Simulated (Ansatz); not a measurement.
**Ga: stress in a strained cell**

Aim: deform Ga (x and y strained by +1 %, z held) and compute stress, forces and field gradients with LAPW, PAW and all-electron datasets made for the crystal.

Computed with Ansatz 0.2.0 (DFT PBE, scalar-relativistic, unless a step's input says otherwise).

### 1 The structure to begin with

It takes space group I4/mmm (No. 139, tetragonal). The conventional cell has a = 2.808 Å, b = 2.808 Å, c = 4.458 Å, α = 90.00°, β = 90.00°, γ = 90.00°. Around Ga (site symmetry 4/mmm) lie 12 Ga at 2.81 to 2.99 Å.

Coordinates:

```
CELL_PARAMETERS angstrom
-1.40400 1.40400 2.22900
1.40400 -1.40400 2.22900
1.40400 1.40400 -2.22900
ATOMIC_POSITIONS crystal
Ga 0.00000 0.00000 0.00000
```

### 2 The deformed structure

Space group I4/mmm before, I4/mmm after.

### 3 All-electron LAPW

Contents of input.yaml:

```yaml
crystal:
  lattice:
    - [-1.41804, 1.41804, 2.229]
    - [1.41804, -1.41804, 2.229]
    - [1.41804, 1.41804, -2.229]
  atoms:
    - { symbol: Ga, position: [0.0, 0.0, 0.0] }
kpoints:
  mp_grid: { grid: [16, 16, 16] }
scf:
  occupations: { method: fermi_dirac, width: 0.03 }
hamiltonian:
  xc: pbe
  pseudopotentials: { kind: all_electron, lapw: { basis_error: 0.001 } }
output:
  forces: true
  stress: true
  eigenvalues: true
```

On the command line:

```
> ansatz run input.yaml --threads 1 --pin off --max-ram 2048MiB --backend cpu --events-out ev --progress --plain --runs-dir out
```

### 4 PAW on the default files

Changes to input.yaml since step 3:

```diff
@@ -13,3 +13,3 @@
   xc: pbe
-  pseudopotentials: { kind: all_electron, lapw: { basis_error: 0.001 } }
+  pseudopotentials: { kind: paw }
 output:
@@ -18 +18,2 @@
   eigenvalues: true
+  efg: { contact_densities: true }
```

### 5 Datasets made for this crystal

Changes to input.yaml since step 4:

```diff
@@ -13,3 +13,3 @@
   xc: pbe
-  pseudopotentials: { kind: paw }
+  pseudopotentials: { kind: all_electron, datasets: crystal }
 output:
```

(Steps that only read results are left out.)

Before running it: what results should come out? Wanted: pressure; largest shear or deviatoric stress.

As calculated:

| quantity | value |
| --- | --- |
| pressure | LAPW 3.08, PAW 3.05, crystal datasets 3.08 GPa |
| largest shear or deviatoric stress (LAPW) | 0.13 GPa |

In words: The largest part of the stress beyond the pressure is 0.13 GPa in size, in the zz component. No run of the undeformed cell stands beside it, so pressure and stress hold what the given cell had before the change, as far as its symmetry allows. PAW: stress within 0.03 GPa of LAPW. Crystal datasets: stress within 0.01 GPa of LAPW.
